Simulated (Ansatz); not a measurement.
Here is an Ansatz 0.2.0 calculation.

The input input.yaml:

```yaml
crystal:
  lattice:
    - [-1.6, 1.6, 3.9305]
    - [1.6, -1.6, 3.9305]
    - [1.6, 1.6, -3.9305]
  atoms:
    - { symbol: Mo, position: [0.0, 0.0, 0.0] }
    - { symbol: Si, position: [0.667, 0.667, 0.0] }
    - { symbol: Si, position: [0.333, 0.333, 0.0] }
kpoints:
  mp_grid: { grid: [12, 12, 12] }
  band_path:
    path:
      - [0.0, 0.0, 0.0]
      - [0.0, 0.0, 0.5]
      - [-0.0828541695, 0.0828541695, 0.5]
      - [-0.2914270847, 0.2914270847, 0.2914270847]
      - [0.0, 0.0, 0.0]
      - [0.5, 0.5, -0.5]
      - [0.2914270847, 0.7085729153, -0.2914270847]
      - [0.0, 0.5, 0.0]
    npoints: 6
scf:
  occupations: { method: fermi_dirac, width: 0.05 }
hamiltonian:
  xc: lda
  pseudopotentials: { kind: all_electron, lapw: { basis_error: 0.002 } }
output:
  forces: true
  stress: true
  eigenvalues: true
```

Potentials or basis: all-electron LAPW, scalar-relativistic.

The run is started by

```bash
$ ansatz run input.yaml --threads 2 --pin off --max-ram 8192MiB --backend cpu --events-out ev --progress --plain --runs-dir out
```

Task: Estimate the band gap along the path.

Result: None (metal or under the smearing width).

Task: Estimate the pressure.

Result: -6.1 GPa.

Stress tensor (GPa, compression positive):
```
-5.42  0.00  0.00
 0.00 -5.42  0.00
 0.00  0.00 -7.32
```
